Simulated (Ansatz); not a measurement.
Input and command of a calculation in Ansatz (plane waves; scalar-relativistic PAW potentials unless the input names others):

```yaml
crystal:
  lattice:
    - [3.7097352756, -3.7097352756, 0.0]
    - [3.7097352756, 3.7097352756, 0.0]
    - [-3.7097352756, 0.0, 4.5711281958]
  atoms:
    - { symbol: H, position: [0.446315169, 0.4151889442, 0.8926303379] }
    - { symbol: H, position: [0.208945536, 0.708945536, 0.417891072] }
    - { symbol: H, position: [0.958945536, 0.958945536, 0.917891072] }
    - { symbol: H, position: [0.708945536, 0.208945536, 0.417891072] }
    - { symbol: H, position: [0.041054464, 0.041054464, 0.082108928] }
    - { symbol: H, position: [0.791054464, 0.291054464, 0.582108928] }
    - { symbol: H, position: [0.541054464, 0.541054464, 0.082108928] }
    - { symbol: H, position: [0.291054464, 0.791054464, 0.582108928] }
basis:
  ecutwfc: 420
kpoints:
  mp_grid: { grid: [6, 6, 6] }
hamiltonian:
  xc: pbe
scf:
  occupations: { method: fixed }
  max_iter: 60
output:
  forces: true
  eigenvalues: true
  stress: true
```

```bash
ansatz run input.yaml --threads 1 --pin off --max-ram 2560MiB --backend cpu --events-out ev --progress --plain --runs-dir out
```

Abridged log:
```
Pseudopotentials: kind: paw
Pseudopotential: H, paw, valence charge 1, recommended cutoff 420 eV (normal)
Functional definition: PBE
Crystal: 8 atoms, lattice volume = 125.817 Å³
Basis set: ecut = 420 eV, 2463 PW (Γ), exchange–correlation on 72×72×80 points (8 copies of the dense FFT grid, shifted against one another)
Bands: 12, of which v1, the nominal top of the filled ones, is band 4 counted from 1 (3 counted from 0)
Symmetry: 2 space group operations
Space group: Cm (ITA 8), of the structure as read, at distance tolerance 5.0e-5 Å
k-points: 68 of 216 (time reversal used)
Initial density: superposition of atomic densities (neutral atoms: chi_scale 0, normalization atom), corrected by the library's trained network
Initial wavefunctions: pseudopotential atomic-orbital guess
Functional: x = pbe(κ = 0.804, μ = 0.21951497), c = pbe(β = 0.06672455)
SCF iter   1: F=—  HF=-126.819425 eV  |F-HF|=—  |Δ(HF+E_count)|=         —  Δρ=6.49e-4  dr2=7.74e-4  ethr=1.77e-3  ⟨swp⟩=4.1  Hψ=3814  notcnv=0  defer=246
SCF iter   2: F=—  HF=-126.819819 eV  |F-HF|=—  |Δ(HF+E_count)|=   3.94e-4  Δρ=2.58e-4  dr2=9.94e-5  ethr=9.68e-6  ⟨swp⟩=2.3  Hψ=1763  notcnv=0  defer=408
SCF iter   3: F=—  HF=-126.820121 eV  |F-HF|=—  |Δ(HF+E_count)|=   3.02e-4  Δρ=7.38e-5  dr2=4.82e-6  ethr=1.24e-6  ⟨swp⟩=2.0  Hψ=1028  notcnv=0  defer=340
automatic band count: iteration 3 solves 11 bands in place of 12: the levels show a gap, and the empty bands left out lie too high to hold charge; the band table lists the bands solved (type scf.n_extra_bands for more)
SCF iter   4: F=—  HF=-126.820144 eV  |F-HF|=—  |Δ(HF+E_count)|=   2.33e-5  Δρ=1.39e-5  dr2=1.53e-7  ethr=6.02e-8  ⟨swp⟩=2.0  Hψ=993  notcnv=0  defer=340
SCF iter   5: F=-126.820145 eV  HF=-126.820145 eV  |F-HF|=3.75e-10  |Δ(HF+E_count)|=   4.52e-7  Δρ=2.16e-6  dr2=4.13e-9  ethr=1.91e-9  ⟨swp⟩=2.0  Hψ=897  notcnv=0  defer=340
SCF iter   6: F=-126.820145 eV  HF=-126.820145 eV  |F-HF|=6.21e-11  |Δ(HF+E_count)|=  8.52e-10  Δρ=5.47e-7  dr2=2.75e-10  ethr=5.17e-11  ⟨swp⟩=6.6  Hψ=4555  notcnv=0
SCF 1 converged in 6 iterations: F = -126.820145 eV  dr2 = 2.75e-10
SCF converged after 6 iterations
Free energy (F): -126.820145 eV
Harris-Foulkes:  -126.820145 eV  (|F-HF|=6.21e-11)
Internal energy: -126.820145 eV  (E = F + TS)
E sigma→0 (E₀):  -126.820145 eV
Fermi energy:    -8.285852 eV
--- Forces (eV/Å), atoms counted from 1 ---
  atom   1  H      0.40148439     0.40148439     2.98830554
  atom   2  H      0.00116148     0.00116148    -0.00606645
  atom   3  H     -0.00179001    -0.00179001     0.00040631
  atom   4  H      0.00126225     0.00126225    -0.00564797
  atom   5  H      0.00083050     0.00083050    -0.00024132
  atom   6  H     -0.00168650    -0.00168650     0.00387797
  atom   7  H     -0.39864294    -0.39864294    -2.98454583
  atom   8  H     -0.00262253    -0.00262253     0.00391154
--- Stress (GPa, compression-positive) ---
       -0.041390      -0.057984      -0.442192
       -0.057984      -0.041390      -0.442192
       -0.442192      -0.442192      -3.256708
  P = ⅓ Tr σ = -1.1132 GPa (-11.132 kbar)
```

One setting here is unusual or wrong in general: fixed occupations typed without regard to the gap (scf.occupations: {"method": "gaussian", "width": 0.05} → {"method": "fixed"}). For this cell it did little harm to the result: the run converged in 6 SCF iterations (reference: 6) with an energy at zero smearing within 0.01 meV/atom of the reference's, pressure -1.11 GPa, largest force 3.042 eV/Å, gap on the mesh 8.60 eV. A reference run from the same start on usual settings converged with pressure -1.11 GPa, largest force 3.042 eV/Å, gap on the mesh 8.60 eV.

It took 7.3 s on 1 thread of Arm Neoverse V1, on a shared host, peak memory 0.38 GiB.